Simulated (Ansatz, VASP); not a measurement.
**Two plane-wave programs on InAs**

Contents of INCAR:

```
SYSTEM = InAs
PREC = Accurate
ENCUT = 520
EDIFF = 1E-6
ISMEAR = 0
SIGMA = 0.1
LREAL = .FALSE.
LASPH = .TRUE.
NELM = 100
ALGO = Normal
ISIF = 2
LWAVE = .FALSE.
LCHARG = .FALSE.
GGA = PE
NBANDS = 16
```

KPOINTS

```
regular mesh
0
G
  12 12 12
  0 0 0
```

Contents of POSCAR:

```
InAs
1.0
    3.5588422673      0.0000000000      0.0000000000
    0.0000000000      3.5588422673      0.0000000000
    0.0000000000      0.0000000000      3.5588422673
In As
1 1
Direct
    0.0000000000      0.0000000000      0.0000000000
    0.5000000000      0.5000000000      0.5000000000
```

Input for Ansatz:

```yaml
crystal:
  lattice:
    - [3.5588422673, 0.0, 0.0]
    - [0.0, 3.5588422673, 0.0]
    - [0.0, 0.0, 3.5588422673]
  atoms:
    - { symbol: In, position: [0.0, 0.0, 0.0] }
    - { symbol: As, position: [0.5, 0.5, 0.5] }
basis:
  ecutwfc: 420
kpoints:
  mp_grid: { grid: [12, 12, 12] }
hamiltonian:
  xc: pbe
scf:
  occupations: { method: gaussian, width: 0.1 }
output:
  forces: true
  stress: true
  eigenvalues: true
```

Alike in both runs: task single point; functional PBE; k mesh 12 × 12 × 12; occupations gaussian, width 0.1 eV; no spin polarisation.

|  | VASP | Ansatz |
| --- | --- | --- |
| version | VASP 6.6.1 | Ansatz 0.2.0 |
| potentials or method | VASP PAW PBE potentials, release 64 (In_d, As) | scalar-relativistic, plane waves, PAW |
| plane-wave cutoff (eV) | 520 | 420 |
| valence electrons in the cell | 18 | 28 |

```tsv
	VASP	Ansatz	Ansatz less VASP
gap on the k mesh at the Fermi level (eV)	none	none	-
pressure (GPa)	0.9	0.9	+0.01
```

A gap of «none» marks a metal or a gap that the smearing closes. The two sets of potentials don't hold the same shells in valence.
